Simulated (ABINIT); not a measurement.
CuO (Tenorite):

```
Cu O
1.0
     2.34465   -1.71340    0.00000
     2.34465    1.71340    0.00000
    -0.86055    0.00000    5.05944
Cu O
2 2
Cartesian
  0.7420 -0.8457 2.5297
  1.1723 0.8457 0.0000
  1.6421 0.2841 3.8133
  2.0724 -0.2841 1.2836
```

```yaml
Program: ABINIT 10.8.3 (patched build)
Task: single point
Functional: PBE
Potentials_or_basis: JTH PAW PBE v2.0
Cutoff: 707 eV
k_mesh: 10 × 10 × 5
Occupations: fermi-dirac, width 0.05 eV
Spin: no spin polarisation
```

On this cell: pressure 5.5 GPa; largest force 0.773 eV/Å; band gap on the k mesh none (metal or under the smearing width).

The same run follows on a disturbed copy (atoms moved at random, drawn with an rms of 0.05 Å):

```
CELL_PARAMETERS angstrom
2.34465 -1.71340 0.00000
2.34465 1.71340 0.00000
-0.86055 0.00000 5.05944
ATOMIC_POSITIONS crystal
Cu 0.50570 0.99000 0.49524
Cu 0.01154 0.50101 0.99728
O 0.40012 0.57752 0.76099
O 0.57635 0.41408 0.25814
```

Task: What does the disturbed cell give?

Result: The energy (extrapolated to zero smearing) moves by +19.8 meV/atom; pressure 6.4 GPa; largest force 1.604 eV/Å; band gap on the k mesh none (metal or under the smearing width).

Forces on the atoms (eV/Å):
```
Cu  -0.215  0.232  0.891
Cu  -1.142  0.531  0.827
O    0.926 -0.752 -1.071
O    0.430 -0.011 -0.646
```

Stress tensor (GPa, compression positive):
```
 6.86 -0.02 -2.84
-0.02  6.56  0.77
-2.84  0.77  5.67
```

Caveats: the run has no spin polarisation, though such a crystal can be magnetic; semilocal functionals often make such compounds metallic where correlation or magnetic order opens a gap, which also shifts bond lengths.
